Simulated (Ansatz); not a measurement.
The system is HfC.

```xyz
2
Lattice="0.0000 2.3250 2.3250 2.3250 0.0000 2.3250 2.3250 2.3250 0.0000" Properties=species:S:1:pos:R:3 pbc="T T T"
Hf    2.3250    2.3250    2.3250
C     0.0000    0.0000    0.0000
```

Below is the output of Ansatz 0.2.0 for this cell. Logs are shortened: lines on timing, memory, paths and dates and some standing lists are left out, and cuts for length are marked.

```text
Warning: RAYON_NUM_THREADS=1 ignored (pool sized by the plan → 1); use --threads N
LAPW: plane waves up to 8.912 Å⁻¹, error target 1.0e-3 eV per atom; small_component_spin mean_spin; C in spheres of 0.956 Å, 6 of its electrons in bands, Dirac shells []; Hf in spheres of 1.369 Å, 42 of its electrons in bands, Dirac shells [] (how accurate: hamiltonian.pseudopotentials.lapw.basis_error, Limitations)
Engine: ansatz 0.2.0, aarch64-unknown-linux-gnu
Pseudopotentials: kind: all_electron
Pseudopotential: Hf, LAPW, valence charge 42, lapw/all_electron/scalar/gaussian/Hf, Koelling and Harmon's equation, gaussian nucleus
Pseudopotential: C, LAPW, valence charge 6, lapw/all_electron/scalar/gaussian/C, Koelling and Harmon's equation, gaussian nucleus
Functional definition: PBE
  parameter kappa = 0.804
  parameter beta = 0.06672455060314922
  exchange = pbe_x(kappa = kappa, mu = beta*pi^2/3)
  correlation = pbe_c(beta = beta)
Crystal: 2 atoms, lattice volume = 25.136 Å³
Basis set: ecut = 302.62955826816193 eV, 307 PW (Γ), exchange–correlation at level 2
Bands: 29, of which v1, the nominal top of the filled ones, is band 24 counted from 1 (23 counted from 0)
Symmetry: 48 space group operations
Space group: Fm-3m (ITA 225), of the structure as read, at distance tolerance 2.9e-5 Å
k-points: 47 of 1000
Non-local potential: Hf, projectors of the file, none
Non-local potential: C, projectors of the file, none
Initial density: superposition of atomic densities (chi_scale 0.1, normalization cell, long waves kept (reshape's long-wave potential 0.00 eV rms))
Initial wavefunctions: plane waves of lowest kinetic energy (no species holds an atomic orbital)
Functional: x = pbe(κ = 0.804, μ = 0.2195149727645171), c = pbe(β = 0.06672455060314922)
iter 1 solved again at ethr=1.24e-2 eV; its pass at ethr=1.00e-1 eV (dr2=5.95e0 eV) is discarded
SCF iter   1: F=—  HF=-411290.935566 eV  |F-HF|=—  |Δ(HF+E_count)|=         —  Δρ=1.29e-1  dr2=5.95e0  ethr=1.24e-2  ⟨swp⟩=2.0  Hψ=8133  notcnv=0
preconditioner: auto → none  [insulator: Δε(μ)=0.022 eV  Ē_g=18.105 eV  σ=0.013 eV  W_gap=0.76  n_scr=14 (ndim 8)  ℏωp=39.2 eV  f_vac=0.000  D(μ)=0.71/eV (n_scr^D=0)  ε∞_Penn≈5.7]
SCF iter   2: F=—  HF=-411290.005339 eV  |F-HF|=—  |Δ(HF+E_count)|=   9.30e-1  Δρ=8.15e-2  dr2=2.11e0  ethr=1.24e-2  ⟨swp⟩=3.0  Hψ=4153  notcnv=0
iter 3 solved again at ethr=4.82e-5 eV; its pass at ethr=4.40e-3 eV (dr2=2.31e-2 eV) is discarded
SCF iter   3: F=—  HF=-411288.945534 eV  |F-HF|=—  |Δ(HF+E_count)|=    1.06e0  Δρ=1.19e-2  dr2=2.32e-2  ethr=4.82e-5  ⟨swp⟩=2.1  Hψ=7246  notcnv=0
SCF iter   4: F=—  HF=-411288.942056 eV  |F-HF|=—  |Δ(HF+E_count)|=         —  Δρ=5.35e-3  dr2=5.59e-3  ethr=4.82e-5  ⟨swp⟩=2.0  Hψ=4311  notcnv=0
the basis was enlarged: its passes take 332.7 KiB over the memory plan, 1 of 1 planned eigensolver slots
SCF iter   5: F=—  HF=-411288.941864 eV  |F-HF|=—  |Δ(HF+E_count)|=   1.91e-4  Δρ=1.09e-3  dr2=1.72e-4  ethr=1.16e-5  ⟨swp⟩=2.0  Hψ=4119  notcnv=0
SCF iter   6: F=—  HF=-411288.941482 eV  |F-HF|=—  |Δ(HF+E_count)|=   3.82e-4  Δρ=3.66e-4  dr2=2.70e-5  ethr=3.59e-7  ⟨swp⟩=2.4  Hψ=4138  notcnv=0
SCF iter   7: F=—  HF=-411288.941400 eV  |F-HF|=—  |Δ(HF+E_count)|=   8.18e-5  Δρ=2.36e-5  dr2=1.25e-7  ethr=5.63e-8  ⟨swp⟩=3.0  Hψ=4205  notcnv=0
SCF iter   8: F=-411288.941400 eV  HF=-411288.941400 eV  |F-HF|=1.98e-9  |Δ(HF+E_count)|=   2.45e-7  Δρ=4.16e-6  dr2=2.53e-9  ethr=2.61e-10  ⟨swp⟩=3.0  Hψ=4255  notcnv=0
SCF 1 converged in 8 iterations: F = -411288.941400 eV  dr2 = 2.53e-9
SCF converged after 8 iterations
Free energy (F): -411288.941400 eV
Harris-Foulkes:  -411288.941400 eV  (|F-HF|=1.98e-9)
Internal energy: -411288.941289 eV  (E = F + TS)
E sigma→0 (E₀):  -411288.941344 eV
Entropy (-TS):   -0.000112 eV (-0.056 meV/atom)
Fermi energy:    20.517857 eV
--- Per-component energies (eV) ---
  E_band       = -4279.383914
  E_kinetic    = 457513.821392
  E_xc         = -8563.358177
  E_electrostatic = -860239.404503  (all electrons and nuclei)
  E_smearing   = -0.000112  (= −TS)
  E_closure    = 0.000000  (closes the sum)
  E_atoms      = -411270.553854  (free atoms, spherical and without spin; not in F)
  Σ components = -411288.941400   (vs F -411288.941400, Δ=0.00e0)
  Basis errors (estimates in eV, not in F): energy 3.6e-4 per atom: plane waves 3.2e-4 (1.8e-4 summed), levels above the bands 0.0e0, relativity 4.4e-8, radial functions 4.3e-5, core shells 1.1e-7; eigenvalues (radial functions only) 4.0e-6; not estimated: angular momenta, meshes, grids; target (lapw.basis_error) 1.0e-3; muffin-tin radii C 0.956 Å, Hf 1.369 Å
--- Forces (eV/Å), atoms counted from 1 ---
  atom   1  Hf     0.00000000    -0.00000000    -0.00000000
  atom   2  C     -0.00000000     0.00000000     0.00000000
  max |Σ_I F_I| component: 1.79e-30 eV/Å
--- Stress (GPa, compression-positive) ---
        0.258558      -0.000000       0.000000
       -0.000000       0.258558      -0.000000
        0.000000      -0.000000       0.258558
  P = ⅓ Tr σ = 0.2586 GPa (2.586 kbar)
--- Band table (eV; the first three rows and the last of 47) ---
  k-point 0: bands = ["-352.1775", "-352.1775", "-352.1775", "-244.0635", "-180.0496", "-180.0496", "-180.0496", "-180.0320", "-180.0320", "-40.6483", "-9.1008", "-9.1008", "-9.1008", "8.1496", "9.3855", "9.3942", "9.3942", "9.3942", "9.4748", "9.4748", "9.4748", "21.5266", "21.5266", "21.5266", "21.8414", "21.8414", "21.8414", "23.8410", "23.8410"]
  k-point 1: bands = ["-352.1775", "-352.1775", "-352.1775", "-244.0635", "-180.0496", "-180.0496", "-180.0496", "-180.0320", "-180.0320", "-40.6445", "-9.1696", "-9.1074", "-9.1074", "8.3902", "9.3891", "9.3999", "9.3999", "9.4013", "9.4694", "9.4694", "9.4750", "20.1315", "20.5149", "20.5149", "22.2570", "22.2570", "22.6410", "24.9492", "24.9492"]
  k-point 2: bands = ["-352.1775", "-352.1775", "-352.1775", "-244.0635", "-180.0496", "-180.0496", "-180.0496", "-180.0320", "-180.0320", "-40.6344", "-9.3451", "-9.1247", "-9.1247", "8.9994", "9.3992", "9.4152", "9.4152", "9.4561", "9.4561", "9.4756", "9.4862", "18.3508", "19.2600", "19.2600", "23.0001", "23.0001", "23.1859", "26.9314", "26.9314"]
  k-point 46: bands = ["-352.1775", "-352.1775", "-352.1775", "-244.0635", "-180.0496", "-180.0496", "-180.0496", "-180.0320", "-180.0320", "-40.5945", "-9.5716", "-9.4600", "-9.3445", "9.3792", "9.4183", "9.4227", "9.4227", "9.4436", "9.4500", "9.4501", "10.7753", "17.7262", "17.7271", "17.8351", "23.1367", "25.1225", "27.2006", "27.4072", "28.8022"]
```

Write the input and the command behind it.

Single point with PBE, no spin polarisation. The files as run (others can give the same):

input.yaml
```yaml
crystal:
  lattice:
    - [0.0, 2.325, 2.325]
    - [2.325, 0.0, 2.325]
    - [2.325, 2.325, 0.0]
  atoms:
    - { symbol: Hf, position: [0.5, 0.5, 0.5] }
    - { symbol: C, position: [0.0, 0.0, 0.0] }
kpoints:
  mp_grid: { grid: [10, 10, 10] }
scf:
  occupations: { method: gaussian, width: 0.013 }
hamiltonian:
  xc: pbe
  pseudopotentials: { kind: all_electron, lapw: { basis_error: 0.001 } }
output:
  forces: true
  stress: true
  eigenvalues: true
```

Potentials or basis: all-electron LAPW, scalar-relativistic.
Command:
```sh
$ ansatz run input.yaml --threads 1 --pin off --max-ram 3072MiB --backend cpu --events-out ev --progress --plain --runs-dir out
```
